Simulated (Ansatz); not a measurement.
# SiNi3 under changes of volume

One of the cells (11.109 Å³/atom); the others are scaled copies at fixed shape and fractional positions:

```
Ni Si
1.0
     3.54200    0.00000    0.00000
     0.00000    3.54200    0.00000
     0.00000    0.00000    3.54200
Ni Si
3 1
Cartesian
  1.7710 1.7710 0.0000
  1.7710 0.0000 1.7710
  0.0000 1.7710 1.7710
  0.0000 0.0000 0.0000
```

- Program: Ansatz 0.2.0
- Functional: PBEsol
- Potentials or basis: all-electron LAPW, scalar-relativistic
- Cutoff: 306 eV (chosen from the basis error)
- Basis error allowed: 0.001 eV/atom
- k mesh: 8 × 8 × 8
- Occupations: fermi-dirac, width 0.05 eV
- Spin: collinear spin, ferromagnetic start
- Starting moments: [1.0, 1.0, 1.0, 0.0] μB

```csv
volume (Å³/atom),energy over the lowest point (meV/atom),pressure (GPa)
10.443,0.00,-1.8
10.665,5.79,-6.4
10.887,17.64,-10.5
11.109,34.84,-14.1
11.331,56.75,-17.3
11.554,82.85,-20.2
11.776,?,?
```

Question: What does the run at 11.776 Å³/atom give?

Answer: Energy over the lowest point 112.61 meV/atom; pressure -22.6 GPa.

Worked out: A Birch-Murnaghan fit of order 3 (a polynomial in V^(-2/3)) to the other rows has its minimum at 10.37 Å³/atom, just outside them, with B0 = V·E''(V) = 244 GPa and B' = 5.1. It gives 112.45 meV/atom at 11.776 Å³/atom, against the run's 112.61, and -dE/dV = -22.5 GPa, against -22.6.

Energies are extrapolated to zero smearing.

Caveats: the starting moments weren't kept.
